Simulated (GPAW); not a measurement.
# TaN (P-6m2) in GPAW: equation of state with r2SCAN

Aim: the equation of state of TaN with r2SCAN.

Program: GPAW 26.7.0. These are calculated values, not measurements. Logs are shortened: lines on timing, memory, paths and dates and some standing lists are left out, and cuts for length are marked. The log counts tension as positive stress, the text compression.

## 1. The structure

The structure is hexagonal, space group P-6m2 (No. 187). The conventional cell has a = 2.938 Å, b = 2.938 Å, c = 2.883 Å, α = 90.00°, β = 90.00°, γ = 120.00°. Ta (site symmetry -6m2) has 6 N at 2.23 Å as nearest neighbours. Around N (site symmetry -6m2) lie 6 Ta at 2.23 Å.

## 2. Equation of state, r2SCAN

Input file run.py:

```python
from ase import Atoms
from ase.eos import EquationOfState
from ase.io import Trajectory
from ase.units import GPa
from gpaw import GPAW, PW

atoms = Atoms(['Ta', 'N'],
              cell=[[2.938, 0.0, 0.0],
                    [-1.469, 2.5443826363, 0.0],
                    [0.0, 0.0, 2.883]],
              scaled_positions=[[0.0, 0.0, 0.5],
                                [0.6666666667, 0.3333333333, 0.0]],
              pbc=True)

traj = Trajectory('eos.traj', 'w')
volumes, energies = [], []
for x in [0.94, 0.96, 0.98, 1.0, 1.02, 1.04, 1.06]:
    a = atoms.copy()
    a.set_cell(atoms.cell * x**(1 / 3), scale_atoms=True)
    calc = GPAW(mode=PW(800),
                xc='MGGA_X_R2SCAN+MGGA_C_R2SCAN',
                kpts={'size': (8, 8, 7), 'gamma': True},
                occupations={'name': 'fermi-dirac', 'width': 0.05},
                nbands=19,
                convergence={'density': 1e-05, 'energy': 1e-05},
                maxiter=150,
                txt=f'eos-{x:.2f}.txt')
    a.calc = calc
    energies.append(a.get_potential_energy(force_consistent=True))
    volumes.append(a.get_volume())
    p = -a.get_stress()[:3].mean() / GPa
    calc.write(f'eos-{x:.2f}.gpw')
    traj.write(a)
    print(f'{x:.2f} {volumes[-1]:10.4f} A^3 {energies[-1]:14.6f} eV {p:9.3f} GPa', flush=True)

v0, e0, B = EquationOfState(volumes, energies, eos='birchmurnaghan').fit()
print(f'V0 = {v0:.4f} A^3, E0 = {e0:.6f} eV, B0 = {B / GPa:.2f} GPa')
```

Potentials or basis: GPAW PAW data sets (gpaw-data 1.2.1), pw.

Run with:

```sh
> OMP_NUM_THREADS=1 python run.py
```

Log:

```text
__  _  _
 | _ |_)|_||  |
 |__||  | ||/\| - 26.7.0

Input parameters:
  mode=PW(ecut=800.0),
  convergence={'density': 1e-05, 'energy': 1e-05},
  kpts=MonkhorstPack(size=(8, 8, 7), gamma=True),
  maxiter=150,
  nbands=19,
  occupations=Occupations(name='fermi-dirac', width=0.05),
  xc=XC(name='MGGA_X_R2SCAN+MGGA_C_R2SCAN')

Diagonalizing LCAO Hamiltonian
Converting LCAO to pw mode

       Ta

           N

Atoms  # Å, Bohr magnetons
|   | symbol |        x |        y |        z |    initial magnetic moments |
|---|--------|----------|----------|----------|-----------------------------|
| 0 |     Ta | 0.000000 | 0.000000 | 1.412073 | ( 0.0000,  0.0000,  0.0000) |
| 1 |      N | 1.439012 | 0.830814 | 0.000000 | ( 0.0000,  0.0000,  0.0000) |

Unit cell  # Å
| periodic |         x |        y |        z |  lengths |     angles |
|----------|-----------|----------|----------|----------|------------|
|      yes |  2.878024 | 0.000000 | 0.000000 | 2.878024 |  90.000000 |
|      yes | -1.439012 | 2.492442 | 0.000000 | 2.878024 |  90.000000 |
|      yes |  0.000000 | 0.000000 | 2.824147 | 2.824147 | 120.000000 |

Number of symmetries: 12
Symmetry operations  # r_c * U_cc + t_c -> r_c
|    | kind |            matrix            |
|----|------|------------------------------|
|  0 |  σ   |  1, 1, 0,  0,-1, 0,  0, 0, 1 |
|  1 |  C2  |  1, 1, 0,  0,-1, 0,  0, 0,-1 |
|  2 |  E   |  1, 0, 0,  0, 1, 0,  0, 0, 1 |
|  3 |  σ   |  1, 0, 0,  0, 1, 0,  0, 0,-1 |
|  4 |  C3  |  0, 1, 0, -1,-1, 0,  0, 0, 1 |
|  5 |  S3  |  0, 1, 0, -1,-1, 0,  0, 0,-1 |
|  6 |  σ   |  0,-1, 0, -1, 0, 0,  0, 0, 1 |
|  7 |  C2  |  0,-1, 0, -1, 0, 0,  0, 0,-1 |
|  8 |  σ   | -1, 0, 0,  1, 1, 0,  0, 0, 1 |
|  9 |  C2  | -1, 0, 0,  1, 1, 0,  0, 0,-1 |
| 10 |  C3  | -1,-1, 0,  1, 0, 0,  0, 0, 1 |
| 11 |  S3  | -1,-1, 0,  1, 0, 0,  0, 0,-1 |

BZ-sampling:
  Number of BZ points: 448
  Number of IBZ points: 40

  Monkhorst-Pack size: [8, 8, 7]
  Monkhorst-Pack shift: [0.0625, 0.0625, 0.0]

K-points  # in reciprocal-cell coordinates
|     |                                coordinates |     weight |
|-----|--------------------------------------------|------------|
|   0 | (  0.00000000,   0.00000000,   0.00000000) | 0.00223214 |
|   1 | (  0.00000000,   0.00000000,   0.14285714) | 0.00446429 |
|   2 | (  0.00000000,   0.00000000,   0.28571429) | 0.00446429 |
|   3 | (  0.00000000,   0.00000000,   0.42857143) | 0.00446429 |
|   4 | (  0.12500000,   0.00000000,   0.00000000) | 0.01339286 |
|   5 | (  0.12500000,   0.00000000,   0.14285714) | 0.02678571 |
|   6 | (  0.12500000,   0.00000000,   0.28571429) | 0.02678571 |
|   7 | (  0.12500000,   0.00000000,   0.42857143) | 0.02678571 |
|   8 | (  0.25000000,  -0.12500000,   0.00000000) | 0.01339286 |
|   9 | (  0.25000000,  -0.12500000,   0.14285714) | 0.02678571 |
| ... |                                            |            |
|  39 | (  0.50000000,   0.50000000,   0.42857143) | 0.01339286 |

Plane wave coefficients: 1059
Cutoff: 800.0 eV

Spin-components: 1 (collinear spins)
Bands:           19
Projectors:      11
Spin-degeneracy: 2
Datatype:        complex128

Parallelization:
  kpt:    1
  domain: 1
  band:   1

Density:
  Valence electrons: 18.0
  Components: 1
  Grid points: [20 20 20]
  Charge: 0.0  # |e|

Potential:
  Grid points: [20 20 20]

species:
  Ta:
    name:    Tantalum
    Z:       73.0
    valence: 13
    core:    60
    charge:  0.0  # [|e|]
    compensation charges:
      type: gauss
      rc: 0.42  # [Å]
      lmax: 2
    cutoffs:
      filter: 2.36  # [Å]
      core: 3.45  # [Å]
    projectors
    | kind |    occ | energy [eV] | rcut [Å] |
    |------|--------|-------------|----------|
    |   5s |  2.000 |     -72.790 |    1.365 |
    |   6s |  2.000 |      -5.429 |    1.365 |
    |   5p |  6.000 |     -39.427 |    1.349 |
    |   6p |  0.000 |      -1.396 |    1.349 |
    |   5d |  3.000 |      -3.603 |    1.307 |
    |    d |        |      23.609 |    1.307 |

    Using partial waves for Ta as LCAO basis

  N:
    name:    Nitrogen
    Z:       7.0
    valence: 5
    core:    2
    charge:  0.0  # [|e|]
    compensation charges:
      type: gauss
      rc: 0.18  # [Å]
      lmax: 2
    cutoffs:
      filter: 1.11  # [Å]
      core: 0.96  # [Å]
    projectors
    | kind |    occ | energy [eV] | rcut [Å] |
    |------|--------|-------------|----------|
    |   2s |  2.000 |     -18.583 |    0.603 |
    |   2p |  3.000 |      -7.089 |    0.529 |
    |    s |        |       8.629 |    0.603 |
    |    p |        |      20.123 |    0.529 |
    |    d |        |       0.000 |    0.577 |

    Using partial waves for N as LCAO basis

Reference energy: -425654.162905  # eV

eigensolver:
  PPCG
  Converge bands: occupied
  niter=2

density mixing:
  MSR1-Mixer
  Pratt-step length: 0.05
  Maximum mixing coefficient: 0.75
  Old densities: 10
  SVD Regularization: 0.005
  Good broyden scale: 1.0
  Trust region scale: 1.0
  Backstep threshold: 4.0
  History deletion threshold: 6.0
  Fourier metric: weight=20.0, sigma=0.015

occupation numbers:
  Fermi-Dirac:
    width: 0.0500  # eV

poisson solver:
  ecut: 6400.0  # eV

xc functional:
  name: MGGA_X_R2SCAN+MGGA_C_R2SCAN with 2 nearest neighbor stencil

convergence criteria:
- Maximum integral of absolute [dens]ity change: 1e-05 electrons / valence electron
- Maximum [total energy] change in last 3 cyles: 1e-05 eV / valence electron
- Maximum integral of absolute [eigenst]ate change: 4e-08 eV^2 / valence electron
maximum number of iterations: 150

SCF iterations
|iter     | |      energy | eigst |  dens |
|---------|-|-------------|-------|-------|
|iter:   1| |  -39.795006 | +0.04 |       |
|iter:   2| |  -35.519393 | -1.57 | -0.97 |
|iter:   3| |  -34.842294 | -1.55 | -1.03 |
|iter:   4| |  -34.912506 | -2.64 | -1.62 |
|iter:   5| |  -34.936161 | -2.97 | -1.87 |
|iter:   6| |  -34.936616 | -4.48 | -2.64 |
|iter:   7| |  -34.936627 | -5.83 | -3.41 |
|iter:   8| |  -34.936629c| -7.09 | -4.06 |
|iter:   9| |  -34.936630c| -7.65c| -4.85 |
|iter:  10| |  -34.936630c| -8.13c| -5.40c|

Converged in 10 steps
Energy contributions relative to reference atoms: (reference = -425654.162905)

Energy contributions:
  Kinetic:          42.756638
  Coulomb:         -40.935800
  Zero:             -0.118609
  External:          0.000000
  Xc:              -36.638650
  Entropy:          -0.000417
  Spinorbit:         0.000000
  ----------------------------
  Free energy:     -34.936838
  Extrapolated:    -34.936630

dipole moment: (-4.592243, -9.218684, -7.009849)  # |e|*Ang

Fermi level: 15.264
Eigenvalues  # (at kpt = [0.000, 0.000, 0.000])
| band index |      eig [eV] | occ [0-2] |
|------------|---------------|-----------|
|          0 |       -54.983 |     2.000 |
|          1 |       -20.811 |     2.000 |
|          2 |       -20.513 |     2.000 |
|          3 |       -20.513 |     2.000 |
|          4 |        -4.053 |     2.000 |
|          5 |        10.064 |     2.000 |
[... 9 lines left out ...]
|         15 |        32.996 |     0.000 |
|         16 |        32.996 |     0.000 |
|        ... |               |           |
|         18 |        40.306 |     0.000 |

No gap
No difference between direct/indirect transitions

Stress tensor  # eV/Ang^3
|         x |         y |         z |
|-----------|-----------|-----------|
| -0.150465 |  0.000000 |  0.000000 |
|  0.000000 | -0.150465 |  0.000000 |
|  0.000000 |  0.000000 | -0.167619 |

# Writing to eos-0.94.gpw (mode='')
```

stdout:

```text
0.94    20.2585 A^3     -34.936838 eV    25.023 GPa
0.96    20.6895 A^3     -34.993282 eV    15.821 GPa
0.98    21.1205 A^3     -35.025981 eV     7.530 GPa
1.00    21.5516 A^3     -35.037611 eV     0.067 GPa
1.02    21.9826 A^3     -35.030173 eV    -6.659 GPa
1.04    22.4136 A^3     -35.005442 eV   -12.727 GPa
1.06    22.8447 A^3     -34.965194 eV   -18.197 GPa
V0 = 21.5907 A^3, E0 = -35.037714 eV, B0 = 351.97 GPa
```

eos-0.98.txt:

```text
SCF iterations
|iter     | |      energy | eigst |  dens |
|---------|-|-------------|-------|-------|
|iter:   1| |  -39.917191 | +0.01 |       |
|iter:   2| |  -35.609643 | -1.57 | -0.97 |
|iter:   3| |  -34.934758 | -1.54 | -1.03 |
|iter:   4| |  -35.002198 | -2.60 | -1.60 |
|iter:   5| |  -35.025129 | -2.94 | -1.85 |
[... 42 lines left out ...]
|         15 |        31.877 |     0.000 |
|         16 |        31.877 |     0.000 |
|        ... |               |           |
|         18 |        39.151 |     0.000 |

No gap
No difference between direct/indirect transitions

Stress tensor  # eV/Ang^3
|         x |         y |         z |
|-----------|-----------|-----------|
| -0.045183 | -0.000000 |  0.000000 |
| -0.000000 | -0.045183 |  0.000000 |
|  0.000000 |  0.000000 | -0.050623 |

# Writing to eos-0.98.gpw (mode='')
```

Run time: 3.2 min. Hardware: 1 thread of Arm Neoverse V2, shared host; peak memory 0.84 GiB.

What came out:

```
Equilibrium volume                        : 10.80 Å³/atom (rough: see the caveat)
Bulk modulus at fixed shape and positions : 352 GPa (rough)
```

Energy against volume, from the lowest point:
| volume (Å³/atom) | energy (meV/atom) |
| --- | --- |
| 10.129 | 50.39 |
| 10.345 | 22.16 |
| 10.560 | 5.82 |
| 10.776 | 0.00 |
| 10.991 | 3.72 |
| 11.207 | 16.08 |
| 11.422 | 36.21 |

Caveat: the points scatter about the fit; the cell was scaled at fixed shape and fractional positions, which overstates the stiffness of a crystal with free parameters, most of all of layers and chains; the PAW data sets were made with another functional, which shifts forces and pressure a little. Spin-orbit coupling is left out, which matters for the levels of Ta.
